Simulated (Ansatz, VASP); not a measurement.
CoO: VASP beside Ansatz

INCAR

```
SYSTEM = CoO
ALGO = Normal
EDIFF = 1E-7
ENCUT = 520
GGA = PE
ISIF = 2
ISMEAR = 0
LASPH = .TRUE.
LCHARG = .TRUE.
LELF = .TRUE.
LREAL = .FALSE.
LVHAR = .TRUE.
LWAVE = .FALSE.
NBANDS = 14
NELM = 100
PREC = Accurate
SIGMA = 0.05
```

File KPOINTS:

```
k-points
0
G
  14 14 14
  0 0 0
```

Contents of POSCAR:

```
CoO
1.0
    0.0000000000      2.0371302701      2.0371302701
    2.0371302701      0.0000000000      2.0371302701
    2.0371302701      2.0371302701      0.0000000000
Co O
1 1
Direct
    0.0000000000      0.0000000000      0.0000000000
    0.5000000000      0.5000000000      0.5000000000
```

Input for Ansatz:

```yaml
crystal:
  lattice:
    - [0.0, 2.0371302701, 2.0371302701]
    - [2.0371302701, 0.0, 2.0371302701]
    - [2.0371302701, 2.0371302701, 0.0]
  atoms:
    - { symbol: Co, position: [0.0, 0.0, 0.0] }
    - { symbol: O, position: [0.5, 0.5, 0.5] }
basis:
  ecutwfc: 420
  ecutrho_ratio: 4
kpoints:
  mp_grid: { grid: [14, 14, 14] }
hamiltonian:
  xc: pbe
scf:
  occupations: { method: gaussian, width: 0.05 }
output:
  forces: true
  stress: true
  eigenvalues: true
```

Alike in both runs: task single point; functional PBE; k mesh 14 × 14 × 14; occupations gaussian, width 0.05 eV; no spin polarisation.

|  | VASP | Ansatz |
| --- | --- | --- |
| version | VASP 6.6.1 | Ansatz 0.2.0 |
| potentials or method | VASP PAW PBE potentials, release 64 (Co, O) | scalar-relativistic, plane waves, PAW |
| plane-wave cutoff (eV) | 520 | 420 |
| valence electrons in the cell | 15 | 23 |

|  | VASP | Ansatz | Ansatz less VASP |
| --- | --- | --- | --- |
| gap on the k mesh at the Fermi level (eV) | none | none | - |
| pressure (GPa) | 4.9 | 4.8 | -0.06 |

A gap of «none» marks a metal or a gap that the smearing closes. The two sets of potentials don't hold the same shells in valence.

Caveats: an odd number of electrons without spin polarisation forces a metal; a magnetic or distorted state may lie lower; the run has no spin polarisation, though such a crystal can be magnetic; semilocal functionals often make such compounds metallic where correlation or magnetic order opens a gap, which also shifts bond lengths. Spin polarisation is off, so any magnetic state and its effect on volume and gap are missing.
